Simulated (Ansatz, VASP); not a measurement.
## One calculation of AlRu, two programs

```
CELL_PARAMETERS angstrom
3.55178 0.00000 0.00000
0.00000 3.55178 0.00000
0.00000 0.00000 2.57110
ATOMIC_POSITIONS crystal
Al 0.00000 0.00000 0.00000
Ru 0.50000 0.50000 0.00000
```

Alike in both runs: task relaxation of cell and atoms; functional PBE; k mesh 6 × 6 × 6; occupations gaussian, width 0.1 eV; no spin polarisation.

|  | VASP | Ansatz |
| --- | --- | --- |
| version | VASP 6.6.1 | Ansatz 0.2.0 |
| potentials or method | VASP PAW PBE potentials, release 64 (Al, Ru_pv) | scalar-relativistic, plane waves, PAW |
| plane-wave cutoff (eV) | 600 | 420 |
| valence electrons in the cell | 17 | 19 |

Ansatz gave:

- gap on the k mesh at the Fermi level, each at its own relaxed structure (eV): none
- relaxed volume (Å³/atom): 16.37
- relaxed cell length with the largest relative difference (Å): 2.669
- energy change over the relaxation (meV/atom): -21

Q: Which values does VASP return?

A: gap on the k mesh at the Fermi level, each at its own relaxed structure (eV): none; relaxed volume (Å³/atom): 16.34; relaxed cell length with the largest relative difference (Å): 2.668; energy change over the relaxation (meV/atom): -21.

A gap of «none» marks a metal or a gap that the smearing closes. The two sets of potentials don't hold the same shells in valence.

Caveats: the k mesh is coarse (spacing up to 0.41 Å⁻¹), so the values aren't converged.
